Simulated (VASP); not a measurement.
# Ga in VASP: work function with PBE

Aim: the work function of Ga with PBE.

Program: VASP 6.6.1. These are calculated values, not measurements. Logs are shortened: lines on timing, memory, paths and dates and some standing lists are left out, and cuts for length are marked.

### 1 The undisturbed slab

The cell holds a slab with vacuum, 5 atoms: a = 2.808 Å, b = 2.985 Å, c = 24.504 Å, α = 90.00°, β = 90.00°, γ = 118.06°.

The slab is cut from a database's or a generator's crystal, which needn't be the stable form of the element.

### 2 Work function, PBE (the (1 0 1) slab of Ga, cut from the database cell, not relaxed)

INCAR

```
PREC = Accurate
ENCUT = 520
EDIFF = 1E-7
ISMEAR = 0
SIGMA = 0.05
LREAL = False
LASPH = True
NELM = 60
ALGO = Normal
ISIF = 2
LWAVE = False
LCHARG = True
LDIPOL = True
IDIPOL = 3
DIPOL = 0.5 0.5 0.500
GGA = PE
LELF = True
LVHAR = True
LVACPOTAV = True
```

KPOINTS

```
Automatic mesh
0
Gamma
  11 11 1
```

POSCAR

```
Ga
1.0
    2.8080000000      0.0000000000      0.0000000000
   -1.4040000000      2.6343228731      0.0000000000
    0.0000000000      0.0000000000     24.5038190858
Ga
5
Direct
    0.2840509264      0.5681018529      0.3060747377
    0.5681018529      0.1362037057      0.4030373689
    0.8521527793      0.7043055586      0.5000000000
    0.1362037057      0.2724074115      0.5969626311
    0.4202546322      0.8405092644      0.6939252623
```

Potentials or basis: VASP PAW PBE potentials, release 64 (Ga_d).

The run is started by

```sh
$ cat potpaw_PBE.64/Ga_d/POTCAR > POTCAR
$ mpirun -np 1 vasp_std > vasp.out
```

OUTCAR:

```text
PREC = Accurate
   ENCUT = 520
   EDIFF = 1E-7
   ISMEAR = 0
   LREAL = False
   LASPH = True
   NELM = 60
   ISIF = 2
   GGA = PE

 ion  position               nearest neighbor table
   1  0.284  0.568  0.306-   2 2.81
   2  0.568  0.136  0.403-   3 2.81   1 2.81
   3  0.852  0.704  0.500-   4 2.81   2 2.81
   4  0.136  0.272  0.597-   3 2.81   5 2.81
   5  0.420  0.841  0.694-   4 2.81

  LATTYP: Found a base centered orthorhombic cell.
 ALAT       =     2.8080000000
 B/A-ratio  =     1.8762983427
 C/A-ratio  =     8.7264312984

  Lattice vectors:

 A1 = (   1.4040000000,  -2.6343228731,   0.0000000000)
 A2 = (   1.4040000000,   2.6343228731,   0.0000000000)
 A3 = (   0.0000000000,   0.0000000000,  24.5038190858)

Analysis of symmetry for initial positions (statically):
=====================================================================
 Subroutine PRICEL returns:
 Original cell was already a primitive cell.

 Routine SETGRP: Setting up the symmetry group for a
 base centered orthorhombic supercell.

 Subroutine GETGRP returns: Found  4 space group operations
 (whereof  2 operations were pure point group operations)
 out of a pool of  8 trial point group operations.

The static configuration has the point symmetry C_1h.
 The point group associated with its full space group is C_2h.

Analysis of symmetry for dynamics (positions and initial velocities):
=====================================================================
 Subroutine PRICEL returns:
 Original cell was already a primitive cell.

 Routine SETGRP: Setting up the symmetry group for a
 base centered orthorhombic supercell.

 Subroutine GETGRP returns: Found  4 space group operations
 (whereof  2 operations were pure point group operations)
 out of a pool of  8 trial point group operations.

The dynamic configuration has the point symmetry C_1h.
 The point group associated with its full space group is C_2h.

 Subroutine INISYM returns: Found  4 space group operations
 (whereof  2 operations are pure point group operations),
 and found     1 'primitive' translations

----------------------------------------------------------------------------------------

                                     Primitive cell

  volume of cell :     181.2591

  direct lattice vectors                    reciprocal lattice vectors
     2.808000000  0.000000000  0.000000000     0.356125356  0.189802095  0.000000000
    -1.404000000  2.634322873  0.000000000     0.000000000  0.379604190  0.000000000
     0.000000000  0.000000000 24.503819086     0.000000000  0.000000000  0.040809965

  length of vectors
     2.808000000  2.985108541 24.503819086     0.403546905  0.379604190  0.040809965
[... 99 lines left out ...]
   NUPDOWN=      -1.0000    fix difference up-down
   EMIN   =  10.00;   EMAX   =-10.00  energy-range for DOS
   EFERMI =   0.00;   METHOD = LEGACY
   ISMEAR =     0;   SIGMA  =   0.05  broadening in eV -4-tet -1-fermi 0-gaus
   EFERMI_NEDOS =   21; number of points for ismear=-14 and -15
   IALGO  =     38    algorithm
   IMIX   =      4    mixing-type and parameters
     AMIX     =   0.40;   BMIX     =  1.00
     AMIX_MAG =   1.60;   BMIX_MAG =  1.00
  volume/ion in A,a.u.               =      36.25       244.64
  Fermi-wavevector in a.u.,A,eV,Ry     =   1.163088  2.197918 18.405610  1.352774
  Thomas-Fermi vector in A             =   2.299642
   LORBIT       =      0    0 simple, 1 ext, 2 COOP (PROOUT), +10 PAW based schemes
   GGA     = PE    functional components
   LHFCALC =     F    Hartree Fock is set to
   AEXX    =    0.0000 exact exchange contribution
   IVDW    =     0    specifies the selected vdW correction
   LEPSILON=     F    determine dielectric tensor
   LRPA    =     F    only Hartree local field effects (RPA)
 non-spin polarized calculation
 Gauss-broadening in eV      SIGMA  =   0.05
  energy-cutoff  :      520.00
  volume of cell :      181.26
 maximum number of plane-waves:      4917
 NGX is ok and might be reduce to    24
   NGX = 11   NGY = 11   NGZ = 91

 dipolmoment           0.000000      0.000000      0.000000 electrons x Angstroem

 number of electron      64.9999997 magnetization

 dipolmoment           0.000000      0.000000     -0.000001 electrons x Angstroem

 Free energy of the ion-electron system (eV)
  ---------------------------------------------------
  ext. energy  EPLUGINS =         0.00000000
  ---------------------------------------------------
  free energy    TOTEN  =       -14.00563089 eV

  energy without entropy =      -14.00184503  energy(sigma->0) =      -14.00373796

 E-fermi :   0.9053     XC(G=0):  -6.2160

 val. band max:        0.8853107742   @ k =   0.2727   0.2727   0.0000
 cond. band min:       0.9059236423   @ k =   0.2727   0.3636   0.0000
 fundamental gap:      0.0206128681
 Fermi energy:         0.9053101387

 k-point     1 :       0.0000    0.0000    0.0000
  band No.  band energies     occupation
      1     -14.1635      2.00000
      2     -14.1476      2.00000
      3     -14.1394      2.00000
      4     -14.1197      2.00000
      5     -14.1004      2.00000
      6     -14.0691      2.00000
[... 997 lines left out ...]
     38       4.8693      0.00000
     39       5.5115      0.00000

 [... further k-points ...]

------------------------ aborting loop because EDIFF is reached ----------------------------------------

  FORCE on cell =-STRESS in cart. coord.  units (eV):
  Direction    XX          YY          ZZ          XY          YZ          ZX
  --------------------------------------------------------------------------------------
  -------------------------------------------------------------------------------------
  Total        0.7354268      0.5750941      2.6005574      0.0000000      0.0519023      0.0000000
  in kB        6.5005508      5.0833451     22.9867276      0.0000000      0.4587724      0.0000000
  external PRESSURE =      11.5235412 kB  Pullay stress =       0.0000000 kB

 VOLUME and BASIS-vectors are now :
 -----------------------------------------------------------------------------
  energy-cutoff  :      520.00
  volume of cell :      181.26
      direct lattice vectors                 reciprocal lattice vectors
     2.808000000  0.000000000  0.000000000     0.356125356  0.189802095  0.000000000
    -1.404000000  2.634322873  0.000000000     0.000000000  0.379604190  0.000000000
     0.000000000  0.000000000 24.503819086     0.000000000  0.000000000  0.040809965

 POSITION                                       TOTAL-FORCE (eV/Angst)
 -----------------------------------------------------------------------------------
     -0.00000      1.49656      7.50000         0.000000     -0.006676     -0.294784
      1.40400      0.35880      9.87595         0.000000      0.002296      0.043305
      1.40400      1.85537     12.25191         0.000000      0.000000     -0.000000
     -0.00000      0.71761     14.62786         0.000000     -0.002296     -0.043305
      0.00000      2.21417     17.00382         0.000000      0.006676      0.294784
 -----------------------------------------------------------------------------------
    total drift:                                0.000000      0.000011     -0.000076

  FREE ENERGIE OF THE ION-ELECTRON SYSTEM (eV)
  ---------------------------------------------------
  free  energy   TOTEN  =       -14.0056308850 eV

  energy  without entropy=      -14.0018450302  energy(sigma->0) =      -14.00373796

 vacuum level on the upper side and lower side of the slab         5.058         5.058
```

OSZICAR:

```text
N       E                     dE             d eps       ncg     rms          rms(c)
DAV:   1     0.524652443686E+03    0.52465E+03   -0.32921E+04  2892   0.254E+03
DAV:   2     0.594733443186E+02   -0.46518E+03   -0.45176E+03  2836   0.614E+02
DAV:   3    -0.110579764714E+02   -0.70531E+02   -0.68553E+02  3264   0.174E+02
[... 16 lines left out ...]
DAV:  20    -0.140056141719E+02   -0.19326E-04   -0.72564E-06  3081   0.664E-02    0.163E-03
DAV:  21    -0.140056270149E+02   -0.12843E-04   -0.34799E-06  3109   0.211E-02    0.657E-04
DAV:  22    -0.140056303935E+02   -0.33786E-05   -0.73314E-07  3021   0.980E-03    0.308E-04
DAV:  23    -0.140056308246E+02   -0.43102E-06   -0.16928E-07  2087   0.675E-03    0.244E-04
DAV:  24    -0.140056308850E+02   -0.60485E-07   -0.26052E-08  1775   0.716E-03
   1 F= -.14005631E+02 E0= -.14003738E+02  d E =-.378585E-02
```

stdout:

```text
POSCAR found type information on POSCAR Ga
 POSCAR found :  1 types and       5 ions
 scaLAPACK will be used
 LDA part: xc-table for (Slater+PW92), standard interpolation
 POSCAR, INCAR and KPOINTS ok, starting setup
 FFT: planning ... GRIDC
 FFT: planning ... GRID_SOFT
 FFT: planning ... GRID
 WAVECAR not read
 entering main loop
 -----------------------------------------------------------------------------
|                                                                             |
|           W    W    AA    RRRRR   N    N  II  N    N   GGGG   !!!           |
|           W    W   A  A   R    R  NN   N  II  NN   N  G    G  !!!           |
|           W    W  A    A  R    R  N N  N  II  N N  N  G       !!!           |
|           W WW W  AAAAAA  RRRRR   N  N N  II  N  N N  G  GGG   !            |
|           WW  WW  A    A  R   R   N   NN  II  N   NN  G    G                |
|           W    W  A    A  R    R  N    N  II  N    N   GGGG   !!!           |
|                                                                             |
|     Did not find any points to average over, which means that no vacuum     |
|     field-free region was found. Please increase the size of  your cell     |
|     in the dimension of the dipole correction to obtain accurate            |
|     workfunction values.                                                    |
|                                                                             |
 -----------------------------------------------------------------------------
```

Run time: 4.1 min. Hardware: 1 thread of Intel Xeon 6975P-C (Granite Rapids), shared host; peak memory 0.42 GiB.

Results:

* Free energy: -14.0056 eV
* Largest force: 0.295 eV/Å
* Band gap on the k mesh: none (metal or under the smearing width)
* Work function of the upper face: 4.15 eV
* Work function of the lower face: 4.15 eV

Forces in eV/Å, atoms in the order of the input:
```
Ga   0.000 -0.007 -0.295
Ga   0.000  0.002  0.043
Ga   0.000  0.000  0.000
Ga   0.000 -0.002 -0.043
Ga   0.000  0.007  0.295
```
